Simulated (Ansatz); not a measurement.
## Squeezing and stretching TaSi₂

Reference cell: a structure deposited in the COD, whose atoms a relaxation with PBE at fixed cell left in place.

```cif
data_TaSi2
_symmetry_space_group_name_H-M 'P6_422'
_symmetry_Int_Tables_number 181
_cell_length_a 4.7839
_cell_length_b 4.7839
_cell_length_c 6.5700
_cell_angle_alpha 90.000
_cell_angle_beta 90.000
_cell_angle_gamma 120.000
loop_
_atom_site_label
_atom_site_type_symbol
_atom_site_symmetry_multiplicity
_atom_site_Wyckoff_symbol
_atom_site_fract_x
_atom_site_fract_y
_atom_site_fract_z
Ta Ta 3 c 0.5000 0.0000 0.0000
Si Si 6 i 0.1590 0.3179 0.0000
```

One atom of each set is listed.

The numbers come from a DFT calculation in Ansatz (PBE, plane waves and PAW, scalar-relativistic, 420 eV cutoff, Γ-centred 11×11×7 k-points, Fermi–Dirac smearing 0.05 eV).

The cell is scaled uniformly, and the ions relax again at each size.

| V/V₀ | pressure (GPa) |
| --- | --- |
| 0.94 | 16.4 |
| 0.96 | 11.3 |
| 0.98 | 6.7 |
| 1.00 | 2.5 |
| 1.02 | -1.2 |
| 1.04 | ? |
| 1.06 | -7.6 |

(1) Estimate the row at V/V₀ = 1.04 and the bulk modulus.

Results:

(1) pressure (GPa): -4.6. Worked: a parabola in ln(V/V₀) through the other 6 rows gives -4.6 GPa there. It crosses zero pressure at V/V₀ = 1.013, the equilibrium volume of this functional, where the bulk modulus is B = −dP/d ln V = 187 GPa. The shape of the cell is held, so in this non-cubic crystal both values are those of uniform scaling, and B is an upper bound to the hydrostatic one.
